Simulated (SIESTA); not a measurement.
The system is TaN.

```
Ta N
1.0
     0.00000    2.21132    2.21132
     2.21132    0.00000    2.21132
     2.21132    2.21132    0.00000
Ta N
1 1
Direct
  0.50000 0.50000 0.50000
  0.00000 0.00000 0.00000
```

The cell comes from a database or a generator and needn't be the stable form of this composition.

Base run:

* Program: SIESTA 5.4.2
* Functional: AM05
* Potentials or basis: PseudoDojo 0.4 standard (PBEsol files)
* Basis: DZP (energy shift 0.003 Ry; two zetas on semicore shells)
* Grid cutoff: 800 Ry
* Energy shift: 0.003 Ry
* k mesh: 10 × 10 × 10
* Occupations: fermi-dirac, width 0.05 eV
* Spin: no spin polarisation

Its results: band gap on the k mesh none (metal or under the smearing width); pressure -5.9 GPa.

Task: After a change of settings the same cell gave: band gap on the k mesh none (metal or under the smearing width); pressure -12.5 GPa. Which change was it?
A. functional from AM05 to LDA; potentials or basis from PseudoDojo 0.4 standard (PBEsol files) to PseudoDojo 0.4 standard (LDA files)
B. functional from AM05 to vdW-DF-cx; potentials or basis from PseudoDojo 0.4 standard (PBEsol files) to PseudoDojo 0.4 standard (PBE files)
C. functional from AM05 to BLYP; potentials or basis from PseudoDojo 0.4 standard (PBEsol files) to PseudoDojo 0.4 standard (PBE files)
D. basis from DZP (energy shift 0.003 Ry; two zetas on semicore shells) to DZP (energy shift 0.002 Ry); energy shift from 0.003 Ry to 0.002 Ry

Result: A.

Caveats: short orbitals over semicore shells can move pressures by several GPa; the basis of atomic orbitals isn't converged, which shifts pressures, moduli and gaps; the potentials were made for another functional, which shifts forces and pressure (some runs).

Not every run made on this cell is shown here.
